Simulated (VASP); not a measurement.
NaI (strained zincblende): one PBE single-point calculation in two programs

```
Na I
1.0
     0.02657    3.54319    3.54319
     3.54319    0.02657    3.54319
     3.56977    3.56977    0.00000
Na I
1 1
Direct
  0.00172 0.00172 0.99828
  0.24828 0.24828 0.25172
```

The two codes use different PAW datasets and cutoffs. VASP's cell holds 14 valence electrons and Ansatz's 26. Ansatz's stress includes a Pulay correction; VASP's doesn't.

Cutoffs: 520 eV in VASP, 420 eV in Ansatz. k meshes: 6×6×6 and 6×6×6.

```
                              VASP   Ansatz
gap between bands v and c  3.80 eV  3.80 eV
         least direct gap  3.80 eV  3.80 eV
                 pressure  0.4 GPa  0.4 GPa
```

Band v is the last that the valence electrons fill when counted band by band, and c is the next. Levels in eV from the top of v, Ansatz:

| point | v−1 | v | c | c+1 |
| --- | --- | --- | --- | --- |
| Γ | -0.02 | 0.00 | 3.80 | 7.83 |
| X | -0.45 | -0.39 | 5.17 | 6.19 |
| K | -0.72 | -0.33 | 5.73 | 6.75 |
| L | -0.15 | -0.13 | 5.40 | 7.65 |
| W | -0.75 | -0.47 | 6.05 | 7.26 |

VASP:

```json
{"point": "Γ", "v−1": "-0.02", "v": "0.00", "c": "3.80", "c+1": "7.81"}
{"point": "X", "v−1": "-0.45", "v": "-0.39", "c": "5.16", "c+1": "6.17"}
{"point": "K", "v−1": "-0.72", "v": "-0.33", "c": "5.72", "c+1": "6.74"}
{"point": "L", "v−1": "-0.15", "v": "-0.13", "c": "5.40", "c+1": "7.63"}
{"point": "W", "v−1": "-0.75", "v": "-0.47", "c": "6.05", "c+1": "7.25"}
```
